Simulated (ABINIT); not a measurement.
Input of an ABINIT 10.8.3 (patched build) run:

File run.abi:

```
# Datasets: one volume each
ndtset 7
getwfk -1
scalecart1 3*0.9795861087
scalecart2 3*0.9864848297
scalecart3 3*0.9932883884
scalecart4 3*1.0000000000
scalecart5 3*1.0066227096
scalecart6 3*1.0131594038
scalecart7 3*1.0196128224

# Pseudopotentials
pp_dirpath "./"
pseudos "Al.upf"

# Structure
acell 5.4112434042 5.4112434042 5.4112434042
rprim
     0.0000000000     0.7071067812     0.7071067812
     0.7071067812     0.0000000000     0.7071067812
     0.7071067812     0.7071067812     0.0000000000
ntypat 1
znucl 13
natom 1
typat 1
xred
     0.0000000000     0.0000000000     0.0000000000

# Plane-wave basis
ecut 544.227725 eV

# k points
kptopt 1
ngkpt 11 11 11
nshiftk 1
shiftk 0.0 0.0 0.0

# Exchange and correlation
ixc 11

# Bands and occupations
nband 6
occopt 3
tsmear 0.00183747

# SCF cycle
nstep 100
tolvrs 1.0e-10

# Output
iomode 3
prtwf 1
prtden 0
prteig 0
prtebands 0
enunit 1
```

Potentials or basis: PseudoDojo NC SR PBE v0.5 standard.

Run with:

```console
$ abinit run.abi > log 2>&1
```

(1) Estimate the pressure derivative of the bulk modulus.

(2) Estimate the bulk modulus.

(3) Estimate the equilibrium volume.

Answers

(1) 4.5.

(2) 80 GPa.

(3) 16.46 Å³/atom.

Caveat: pressures at fixed basis lie under the slope of the energies.

**What was measured.**

From “The interpretation of polycrystalline coherent inelastic neutron scattering from aluminium”, 2013, pmc:3831299, for a bulk crystal of Al: bulk modulus 76.9 GPa.

Against the measured bulk modulus of Al, 76.9 GPa (quoted in “The interpretation of polycrystalline coherent inelastic neutron scattering from aluminium”, 2013, pmc:3831299), the calculated 80 GPa is off by +3.6 %. The fit is for a static lattice scaled at fixed shape and fixed fractional positions. The cell as given is a measured one (16.60 Å³/atom); PBE puts the equilibrium volume -0.8 % from it, thermal expansion not counted.
